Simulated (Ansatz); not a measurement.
KBr, space group Pm-3m, a cleavage or sliding curve

Program: Ansatz's Python interface.

Interactive session:
```pycon
>>> import warnings
>>> import ansatz as az
>>> import numpy as np
>>> FUNCTIONAL = "pbesol"
>>> SIGMA = 0.1
>>> SCF_TOL = 1e-08
>>> KGRID = (4, 4, 4)
>>> VECTORS = np.array([
...     [4.0435, 0.0, 0.0],
...     [0.0, 4.0435, 0.0],
...     [0.0, 0.0, 4.0435],
... ])
>>> SITES = [
...     ("K", (0.0, 0.0, 0.0)),
...     ("Br", (0.5, 0.5, 0.5)),
... ]
>>> def build(cell):
...     crystal = az.Crystal(lattice=az.Lattice.of(cell))
...     for symbol, position in SITES:
...         crystal = crystal.atom(symbol, position)
...     return crystal
...
>>> warnings.simplefilter("ignore", az.DeckWarning)
>>> block = build(VECTORS).supercell(1, 1, 1).resolved()
>>> cell0 = np.array(block.lattice.vectors)
>>> xyz = np.array([site.position for site in block.sites]) @ cell0
>>> normal = np.cross(cell0[0], cell0[1])
>>> area = np.linalg.norm(normal)
>>> normal *= np.sign(normal @ cell0[2]) / area
>>> # the atoms stay where they are; only the third vector changes
>>> energies = []
>>> for amount in [0, 1.0, 2.0, 3.0, 5.0]:
...     cell = cell0.copy()
...     cell[2] += amount * normal
...     moved = az.Crystal(lattice=az.Lattice.of(cell))
...     for site, fraction in zip(block.sites, xyz @ np.linalg.inv(cell)):
...         moved = moved.atom(site.symbol, fraction)
...     job = (
...         moved.calculation()
...         .functional(FUNCTIONAL)
...         .occupations(az.OccupationsMethod.FERMI_DIRAC, width=SIGMA)
...         .scf(tolerance=SCF_TOL)
...         .kpoints(*KGRID)
...     )
...     energies.append(job.run(threads=1).report["free_energy_ev"])
...     print(f"gap {amount:4.2f} A: {(energies[-1] - energies[0]) / area * 16.02177:8.4f} J/m^2")
...
gap 0.00 A:   0.0000 J/m^2
gap 1.00 A:   0.3713 J/m^2
gap 2.00 A:   0.7674 J/m^2
gap 3.00 A:   1.0187 J/m^2
gap 5.00 A:   1.2695 J/m^2
```

Semilocal gaps usually lie well under measured ones. This cell is a computed structure, which may not be the phase found in nature. Levels are Kohn-Sham eigenvalues on this mesh, without spin-orbit coupling. The atoms are held rigidly, so these energies lie above those of relaxed faces or faults. Hardware and time: 4.3 s on 1 thread of Intel(R) Xeon(R) 6975P-C (Granite Rapids), with other jobs on the host, peak memory 0.44 GiB.

(Lines on the test bed's own set-up are left out of the output.)
